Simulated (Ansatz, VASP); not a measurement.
# SiC: VASP beside Ansatz, part 2 of 3

One calculation is typed for both programs; each brings its own data sets and cutoff. How far apart do they land? The cell is taken from a series of VASP runs on this material, whose earlier steps may have relaxed, scaled or displaced it; both programs get it as it stands.

VASP 6.6.1 and Ansatz 0.2.0.

So far. Step 2 (VASP: band structure, PBE): The run ends at a pressure of 3.76 GPa, with forces up to 0.0034 eV/Å.

### Step 4. Comparison

Known differences besides the potentials themselves: the cutoff is 420 eV in Ansatz and 460 eV in VASP. Total energies have different zeros and are not compared.

The two programs side by side:

```csv
quantity,Ansatz,VASP,difference
pressure (GPa),3.92,3.76,+0.17
pressure without Ansatz's Pulay correction (GPa),3.63,3.76,-0.12
gap over the path points (eV),2.226,2.225,+0.002
```

Levels at points of the path, from each program's valence-band top (eV; 4 filled, then empty):

```csv
k (reciprocal lattice),Ansatz,VASP
0.000 0.000 0.000,-0.58 -0.05 0.00 0.00 5.11 5.69 6.30,-0.58 -0.05 0.00 0.00 5.12 5.70 6.32
0.143 0.000 0.000,-1.11 -1.03 -0.29 -0.17 5.07 5.76 5.93,-1.11 -1.03 -0.29 -0.17 5.07 5.76 5.93
0.286 0.000 0.000,-1.84 -1.81 -1.07 -0.68 3.43 3.82 4.83,-1.84 -1.81 -1.07 -0.68 3.43 3.82 4.83
0.500 0.000 0.000,-2.36 -2.22 -1.58 -1.12 2.23 2.36 4.23,-2.36 -2.22 -1.58 -1.12 2.23 2.36 4.23
0.476 0.048 0.000,-2.54 -2.09 -1.60 -1.28 2.35 2.57 4.44,-2.54 -2.08 -1.60 -1.28 2.35 2.57 4.44
0.405 0.190 0.000,-3.21 -2.89 -2.04 -1.81 3.31 4.18 4.62,-3.21 -2.89 -2.04 -1.81 3.31 4.18 4.62
0.357 0.286 0.000,-4.04 -3.02 -2.63 -1.69 3.88 4.00 5.21,-4.04 -3.02 -2.63 -1.69 3.88 4.00 5.21
0.286 0.286 0.000,-3.77 -2.64 -2.64 -1.77 3.70 4.19 4.99,-3.77 -2.64 -2.64 -1.77 3.70 4.19 4.99
0.190 0.190 0.000,-2.55 -2.42 -2.01 -1.24 4.28 4.86 5.08,-2.55 -2.42 -2.01 -1.24 4.27 4.86 5.08
0.048 0.048 0.000,-0.81 -0.37 -0.13 -0.09 5.50 6.00 6.23,-0.81 -0.37 -0.13 -0.08 5.50 6.01 6.23
```

Among the levels compared at these points, filled levels agree within 1 meV and empty ones within 18 meV. Ansatz's pressure holds a Pulay correction of 0.29 GPa; VASP's holds none.

### Step 5. VASP: band structure, r2SCAN

Levels along a path test the potential and the projectors away from the mesh points.

File INCAR:

```
SYSTEM = SiC
PREC = Accurate
ENCUT = 460
EDIFF = 1E-06
NELM = 100
ISMEAR = 0
SIGMA = 0.03
LREAL = .FALSE.
ALGO = Normal
METAGGA = R2SCAN
LASPH = .TRUE.
NBANDS = 36
LORBIT = 11
LWAVE = .FALSE.
LCHARG = .FALSE.
KPAR = 8
```

File POSCAR:

```
SiC
1.0
    3.0756941497      0.0000000000      0.0000000000
   -1.5378470748      2.6636292679      0.0000000000
    0.0000000000      0.0000000000     10.0706464800
Si C
4 4
Direct
    0.0000000000      0.0000000000      0.1878943800
    0.0000000000      0.0000000000      0.6878943800
    0.3333333333      0.6666666667      0.4378419800
    0.6666666667      0.3333333333      0.9378419800
    0.0000000000      0.0000000000      0.0004600500
    0.0000000000      0.0000000000      0.5004600500
    0.3333333333      0.6666666667      0.2498025900
    0.6666666667      0.3333333333      0.7498025900
```

File KPOINTS:

```
Automatic mesh
0
Gamma
8 8 2
0 0 0
```

File KPOINTS_OPT:

```
Line mode
8
Line-mode
Reciprocal
  0.00000000   0.00000000   0.00000000 GAMMA
  0.50000000   0.00000000   0.00000000 M

  0.50000000   0.00000000   0.00000000 M
  0.33333333   0.33333333   0.00000000 K

  0.33333333   0.33333333   0.00000000 K
  0.00000000   0.00000000   0.00000000 GAMMA

  0.00000000   0.00000000   0.00000000 GAMMA
  0.00000000   0.00000000   0.50000000 A

  0.00000000   0.00000000   0.50000000 A
  0.50000000   0.00000000   0.50000000 L

  0.50000000   0.00000000   0.50000000 L
  0.33333333   0.33333333   0.50000000 H

  0.33333333   0.33333333   0.50000000 H
  0.00000000   0.00000000   0.50000000 A

  0.50000000   0.00000000   0.50000000 L
  0.50000000   0.00000000   0.00000000 M

  0.33333333   0.33333333   0.00000000 K
  0.33333333   0.33333333   0.50000000 H
```

Potentials, in the order of the species: Si and C (PBE family, release 64).

Started as:

```sh
$ mpirun -np 8 vasp_std
```

Numbers of over 12 decimals in the logs are rounded to 6 here.

The program printed:

```text
[banner, memory and clock lines left out]
running    8 mpi-ranks, on    1 nodes
[...]
[... a notice as in an earlier step ...]

|                                                                             |
|               ----> ADVICE to this user running VASP <----                  |
|                                                                             |
|     You enforced a specific xc type in the INCAR file but a different       |
|     [... a line on the potential file left out ...]
|     I HOPE YOU KNOW WHAT YOU ARE DOING!                                     |
|                                                                             |

 LDA part: xc-table for (None), standard interpolation
 POSCAR, INCAR and KPOINTS ok, starting setup
[...]
entering main loop
       N       E                     dE             d eps       ncg     rms          rms(c)
DAV:   1     0.274505780861E+02    0.27451E+02   -0.13107E+04  1440   0.753E+02
DAV:   2    -0.840501190476E+02   -0.11150E+03   -0.10454E+03  1800   0.156E+02
[...]
DAV:  11    -0.773150279894E+02   -0.42752E-04   -0.79112E-05  1632   0.541E-02    0.263E-02
DAV:  12    -0.773150249016E+02    0.30878E-05   -0.10913E-05  1728   0.137E-02    0.726E-03
DAV:  13    -0.773150249366E+02   -0.34958E-07   -0.40797E-07   892   0.291E-03
   1 F= -.77315025E+02 E0= -.77315025E+02  d E =-.513972E-22
 Start KPOINTS_OPT (optional k-point list driver)
k-point batch [1-20\72]
       N       E                     dE             ncg
DAV:   1     0.332959101145E+04   -0.15352E+05     1440
DAV:   2     0.122102245397E+04   -0.21086E+04     1784
DAV:   3     0.112958482476E+04   -0.91438E+02     1896
DAV:   4     0.112894650662E+04   -0.63832E+00     1788
DAV:   5     0.112894164147E+04   -0.48652E-02     1820
DAV:   6     0.112894159047E+04   -0.50994E-04     1812
DAV:   7     0.112894158992E+04   -0.55102E-06     1520
[...]
k-point batch [61-72\72]
       N       E                     dE             ncg
DAV:   1     0.730811708319E+04   -0.13266E+05      864
DAV:   2     0.614808171990E+04   -0.11600E+04     1048
DAV:   3     0.610181836361E+04   -0.46263E+02     1192
DAV:   4     0.610150715833E+04   -0.31121E+00     1068
DAV:   5     0.610150480670E+04   -0.23516E-02     1044
DAV:   6     0.610150478269E+04   -0.24005E-04     1116
DAV:   7     0.610150478245E+04   -0.24116E-06      856
```

Parts of OUTCAR (step 5):

```text
  Total        0.0992929      0.0992929      0.0908125      0.0000000      0.0000000     -0.0000000
  in kB        1.9282104      1.9282104      1.7635266      0.0000000      0.0000000     -0.0000000
  external PRESSURE =       1.8733158 kB  Pullay stress =       0.0000000 kB

 POSITION                                       TOTAL-FORCE (eV/Angst)
 -----------------------------------------------------------------------------------
      0.00000      0.00000      1.89222        -0.000000     -0.000000     -0.002117
      0.00000      0.00000      6.92754         0.000000     -0.000000     -0.002117
     -0.00000      1.77575      4.40935        -0.000000      0.000000      0.001161
      1.53785      0.88788      9.44468         0.000000      0.000000      0.001161
      0.00000      0.00000      0.00463        -0.000000      0.000000      0.001646
      0.00000      0.00000      5.03996         0.000000      0.000000      0.001646
     -0.00000      1.77575      2.51567         0.000000      0.000000     -0.000690
      1.53785      0.88788      7.55100        -0.000000      0.000000     -0.000690
 -----------------------------------------------------------------------------------
    total drift:                                0.000000      0.000000      0.001961

  FREE ENERGIE OF THE ION-ELECTRON SYSTEM (eV)
  ---------------------------------------------------
  free  energy   TOTEN  =       -77.3150249366 eV

  energy  without entropy=      -77.3150249366  energy(sigma->0) =      -77.31502494

[... 2 parts as in an earlier step ...]

[... 1 further part left out ...]
[key lines of the parts left out:]
E-fermi :   8.2866
```

The run ends at a pressure of 0.19 GPa, with forces up to 0.0021 eV/Å.

### Step 6. Ansatz: band structure, r2SCAN

The same cell, functional, mesh and smearing now go to Ansatz, which takes its cutoff from its data sets.

The cell is taken from a series of VASP runs on this material, whose earlier steps may have relaxed, scaled or displaced it; both programs get it as it stands.

File input.yaml:

```yaml
crystal:
  lattice:
    - [3.0756941497, 0.0, 0.0]
    - [-1.5378470748, 2.6636292679, 0.0]
    - [0.0, 0.0, 10.07064648]
  atoms:
    - { symbol: Si, position: [0.0, 0.0, 0.18789438] }
    - { symbol: Si, position: [0.0, 0.0, 0.68789438] }
    - { symbol: Si, position: [0.3333333333, 0.6666666667, 0.43784198] }
    - { symbol: Si, position: [0.6666666667, 0.3333333333, 0.93784198] }
    - { symbol: C, position: [0.0, 0.0, 0.00046005] }
    - { symbol: C, position: [0.0, 0.0, 0.50046005] }
    - { symbol: C, position: [0.3333333333, 0.6666666667, 0.24980259] }
    - { symbol: C, position: [0.6666666667, 0.3333333333, 0.74980259] }
hamiltonian:
  xc: r2scan
  pseudopotentials: { kind: paw }
kpoints:
  mp_grid: { grid: [8, 8, 2] }
  band_path:
    path:
      - [0.0, 0.0, 0.0]
      - [0.14286, 0.0, 0.0]
      - [0.28571, 0.0, 0.0]
      - [0.5, 0.0, 0.0]
      - [0.47619, 0.04762, 0.0]
      - [0.40476, 0.19048, 0.0]
      - [0.35714, 0.28571, 0.0]
      - [0.28571, 0.28571, 0.0]
      - [0.19048, 0.19048, 0.0]
      - [0.04762, 0.04762, 0.0]
      - [0.0, 0.0, 0.0]
      - [0.0, 0.0, 0.14286]
      - [0.0, 0.0, 0.35714]
      - [0.0, 0.0, 0.5]
      - [0.14286, 0.0, 0.5]
      - [0.28571, 0.0, 0.5]
      - [0.5, 0.0, 0.5]
      - [0.47619, 0.04762, 0.5]
      - [0.40476, 0.19048, 0.5]
      - [0.35714, 0.28571, 0.5]
      - [0.33333, 0.33333, 0.5]
      - [0.19048, 0.19048, 0.5]
      - [0.09524, 0.09524, 0.5]
      - [0.5, 0.0, 0.5]
      - [0.5, 0.0, 0.35714]
      - [0.5, 0.0, 0.14286]
      - [0.5, 0.0, 0.0]
      - [0.33333, 0.33333, 0.14286]
      - [0.33333, 0.33333, 0.28571]
      - [0.33333, 0.33333, 0.5]
    npoints: 1
scf:
  occupations: { method: gaussian, width: 0.03 }
  n_extra_bands: 10
output:
  forces: true
  stress: true
  eigenvalues: true
```

Started as:

```sh
$ ansatz run input.yaml --threads 4 --pin off --max-ram 9216MiB --backend cpu --events-out ev --progress --plain --runs-dir out
```

The program printed:

```text
[...]
Crystal: 8 atoms, lattice volume = 82.504 Å³
Basis set: ecut = 500 eV, 2137 PW (Γ), exchange–correlation on 96×96×300 points (64 copies of the dense FFT grid, shifted against one another)
Bands: 26, of which v1, the nominal top of the filled ones, is band 16 counted from 1 (15 counted from 0)
Symmetry: 12 space group operations
[...]
k-points: 20 of 128
[...]
k-point 0: bands = [... 12 lower, 8.8608, 9.4212, 9.4726, 9.4726, 15.1404, 15.7338, 16.3554, 16.3885, ... 6 higher]
  k-point 1: bands = [... 12 lower, 9.2564, 9.2564, 9.2564, 9.2564, 15.3548, 15.3548, 16.8435, 16.8435, ... 6 higher]
  k-point 2: bands = [... 12 lower, 8.4848, 8.4858, 9.2300, 9.3362, 15.2625, 15.9661, 16.0505, 16.7469, ... 6 higher]
  k-point 19: bands = [... 12 lower, 6.3172, 6.3172, 7.1618, 7.1618, 13.2826, 13.2826, 16.4404, 16.4404, ... 6 higher]
[key lines of the parts left out:]
SCF converged after 8 iterations
Free energy (F): -3565.333139 eV
Fermi energy:    10.771871 eV
P = ⅓ Tr σ = 0.4189 GPa (4.189 kbar)
```

The job ended after 4.3 s (4 threads of Arm Neoverse V1, shared host; peak memory 0.48 GiB; 16 s of CPU time).

### Step 7. Differences

What differs besides the data sets and the points named for the pairs above, as far as they apply: VASP keeps PBE cores, Ansatz makes them for the functional; the cutoff is 500 eV in Ansatz and 460 eV in VASP. Total energies have different zeros and are not compared.

Both answers:

```csv
quantity,Ansatz,VASP,difference
pressure (GPa),0.42,0.19,+0.23
gap over the path points (eV),2.599,2.610,-0.011
```

Levels at points of the path, from each program's valence-band top (eV; 4 filled, then empty):

```csv
k (reciprocal lattice),Ansatz,VASP
0.000 0.000 0.000,-0.61 -0.05 0.00 0.00 5.67 6.26 6.88,-0.61 -0.05 0.00 0.00 5.68 6.27 6.91
0.143 0.000 0.000,-1.16 -1.08 -0.30 -0.18 5.58 6.31 6.47,-1.16 -1.08 -0.30 -0.18 5.59 6.32 6.48
0.286 0.000 0.000,-1.93 -1.89 -1.10 -0.71 3.87 4.27 5.34,-1.93 -1.89 -1.10 -0.72 3.88 4.28 5.35
0.500 0.000 0.000,-2.47 -2.33 -1.64 -1.18 2.60 2.76 4.72,-2.48 -2.33 -1.65 -1.18 2.61 2.77 4.73
0.476 0.048 0.000,-2.64 -2.19 -1.67 -1.33 2.72 2.98 4.94,-2.65 -2.19 -1.67 -1.34 2.73 2.99 4.95
0.405 0.190 0.000,-3.31 -3.00 -2.12 -1.89 3.72 4.65 5.08,-3.31 -3.00 -2.12 -1.90 3.73 4.66 5.09
0.357 0.286 0.000,-4.19 -3.12 -2.73 -1.77 4.32 4.46 5.71,-4.19 -3.12 -2.73 -1.78 4.33 4.47 5.72
0.286 0.286 0.000,-3.91 -2.74 -2.72 -1.85 4.15 4.64 5.48,-3.92 -2.74 -2.72 -1.85 4.16 4.65 5.50
0.190 0.190 0.000,-2.65 -2.50 -2.08 -1.28 4.75 5.34 5.57,-2.65 -2.50 -2.09 -1.28 4.76 5.35 5.58
0.048 0.048 0.000,-0.85 -0.39 -0.13 -0.09 6.06 6.57 6.80,-0.85 -0.39 -0.13 -0.09 6.08 6.58 6.81
```

Among the levels compared at these points, filled levels agree within 3 meV and empty ones within 30 meV.

### Step 8. VASP: band structure, LDA

The same path points are solved in both programs, so levels can be compared one by one. The cell compared in this pair holds 81.25 Å³, against 82.50 Å³ for the pair before.

INCAR: that of step 5 with these lines changed.

```diff
@@ -9,4 +9,3 @@
 ALGO = Normal
-METAGGA = R2SCAN
-LASPH = .TRUE.
+GGA = CA
 NBANDS = 36
@@ -16 +15,2 @@
 KPAR = 8
+LASPH = .TRUE.
```

File POSCAR:

```
SiC
1.0
    3.0601349154      0.0000000000      0.0000000000
   -1.5300674577      2.6501545757      0.0000000000
    0.0000000000      0.0000000000     10.0190757747
Si C
4 4
Direct
    0.0000000000      0.0000000000      0.1878851084
    0.0000000000      0.0000000000      0.6878851084
    0.3333333333      0.6666666667      0.4378578359
    0.6666666667      0.3333333333      0.9378578359
    0.0000000000      0.0000000000      0.0004566014
    0.0000000000      0.0000000000      0.5004566014
    0.3333333333      0.6666666667      0.2497994544
    0.6666666667      0.3333333333      0.7497994544
```

KPOINTS is that of step 5.

KPOINTS_OPT is that of step 5.

PAW data sets: Si and C (LDA family, release 64).

Started as:

```sh
$ mpirun -np 8 vasp_std
```

The program printed:

```text
[banner, memory and clock lines left out]
running    8 mpi-ranks, on    1 nodes
[...]
[... a notice as in an earlier step ...]

 LDA part: xc-table for (Slater(with rela. corr.)+CA(PZ))
 , standard interpolation
 POSCAR, INCAR and KPOINTS ok, starting setup
[...]
entering main loop
       N       E                     dE             d eps       ncg     rms          rms(c)
DAV:   1     0.413778419631E+02    0.41378E+02   -0.12855E+04  1440   0.733E+02
DAV:   2    -0.694124246772E+02   -0.11079E+03   -0.10312E+03  1796   0.152E+02
DAV:   3    -0.749001291967E+02   -0.54877E+01   -0.54292E+01  1824   0.287E+01
DAV:   4    -0.749455420207E+02   -0.45413E-01   -0.45383E-01  1700   0.314E+00
[...]
DAV:  12    -0.665847705367E+02    0.11903E-04   -0.28571E-05  1608   0.235E-02    0.172E-02
DAV:  13    -0.665847694476E+02    0.10891E-05   -0.23737E-06  1536   0.761E-03    0.453E-03
DAV:  14    -0.665847694683E+02   -0.20775E-07   -0.35691E-07   828   0.236E-03
   1 F= -.66584769E+02 E0= -.66584769E+02  d E =-.365888E-11
 Start KPOINTS_OPT (optional k-point list driver)
k-point batch [1-20\72]
       N       E                     dE             ncg
DAV:   1     0.357901945050E+04   -0.15548E+05     1440
DAV:   2     0.155883676421E+04   -0.20202E+04     1800
DAV:   3     0.147042699539E+04   -0.88410E+02     1856
DAV:   4     0.146976787017E+04   -0.65913E+00     1784
DAV:   5     0.146976234247E+04   -0.55277E-02     1800
DAV:   6     0.146976227901E+04   -0.63458E-04     1856
DAV:   7     0.146976227825E+04   -0.76484E-06     1524
[...]
k-point batch [61-72\72]
       N       E                     dE             ncg
DAV:   1     0.751629214350E+04   -0.13193E+05      864
DAV:   2     0.637704577311E+04   -0.11392E+04     1068
DAV:   3     0.633083767412E+04   -0.46208E+02     1164
DAV:   4     0.633050473342E+04   -0.33294E+00     1060
DAV:   5     0.633050204501E+04   -0.26884E-02     1108
DAV:   6     0.633050201616E+04   -0.28845E-04     1092
DAV:   7     0.633050201586E+04   -0.30319E-06      920
```

[end of part 2 of 3]

[Lines on the potential files, build, host, timing and source positions are cut from VASP's logs without a mark.]

[Logs are printed without paths, hosts, clocks, repeated set-up lines and the standing remarks that a program may print on its own settings, such as how far it seeks lower states.]

[Hosts, paths, dates, database ids (printed as entryN), source tags and the programs' standing remarks are cut or masked in the printed files.]
